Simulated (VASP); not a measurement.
TePb: elastic constants with r2SCAN

The system is TePb.

```
Pb Te
1.0
     0.00000    3.23100    3.23100
     3.23100    0.00000    3.23100
     3.23100    3.23100    0.00000
Pb Te
1 1
Direct
  0.00000 0.00000 0.00000
  0.50000 0.50000 0.50000
```

* Program: VASP 6.6.1
* Task: elastic constants
* Functional: r2SCAN
* Potentials or basis: VASP PAW PBE potentials, release 64 (Pb_d, Te)
* Cutoff: 600 eV
* k mesh: 5 × 5 × 5
* Occupations: gaussian, width 0.05 eV
* Spin: no spin polarisation
* Ions in elastic constants: relaxed
* Further INCAR settings: ALGO = Normal; EDIFF = 1e-08; IBRION = 6; POTIM = 0.015; NSW = 1; ISIF = 3

```yaml
Relaxed_volume: 34.91 Å³/atom
Relaxed_cell: a = 4.622 Å, b = 4.622 Å, c = 4.622 Å, α = 60.00°, β = 60.00°, γ = 60.00°
Space_group_after_relaxing_to_0.05_Å: Fm-3m (No. 225)
Elastic_constants_C11_C12_C44: 115, 7, 15 GPa
Voigt_bulk_modulus: 43 GPa
Highest_phonon_frequency_at_Γ_LO-TO_splitting_left_out: 0 cm⁻¹
Most_unstable_mode: 22i cm⁻¹
```

Step by step:
| step | energy change (eV) | largest force (eV/Å) | pressure (GPa) | volume (Å³) |
| --- | --- | --- | --- | --- |
| 1 | 0.0000 | 0.0000 | 1.58 | 67.46 |
| 2 | -0.0097 | 0.0000 | -0.55 | 70.77 |
| 3 | -0.0113 | 0.0000 | 0.01 | 69.82 |

Final structure:
```
Pb Te
1.0
     0.00000    3.26827    3.26827
     3.26827    0.00000    3.26827
     3.26827    3.26827    0.00000
Pb Te
1 1
Direct
  0.00000 0.00000 0.00000
  0.50000 0.50000 0.50000
```

Phonon frequencies in cm⁻¹ (negative: imaginary):
```
              q point        frequencies
(0.000, 0.000, 0.000)  -22 -22 -22 0 0 0
```

Elastic tensor in Voigt notation (GPa, in the Cartesian axes of the cell as first typed):
```
115   7   7   0   0   0
  7 115   7   0   0   0
  7   7 115   0   0   0
  0   0   0  15   0   0
  0   0   0   0  15   0
  0   0   0   0   0  15
```

Clamped-ion elastic tensor (GPa):
```
115   7   7   0   0   0
  7 115   7   0   0   0
  7   7 115   0   0   0
  0   0   0  15   0   0
  0   0   0   0  15   0
  0   0   0   0   0  15
```

Wall time 24 min on 1 thread of Intel(R) Xeon(R) 6975P-C (Granite Rapids), on a shared host, peak memory 0.32 GiB.

Caveat: some modes are imaginary; the PAW data sets were made with another functional, which shifts forces and pressure a little. The run has no spin-orbit coupling, so splittings on Pb, Te are missing.
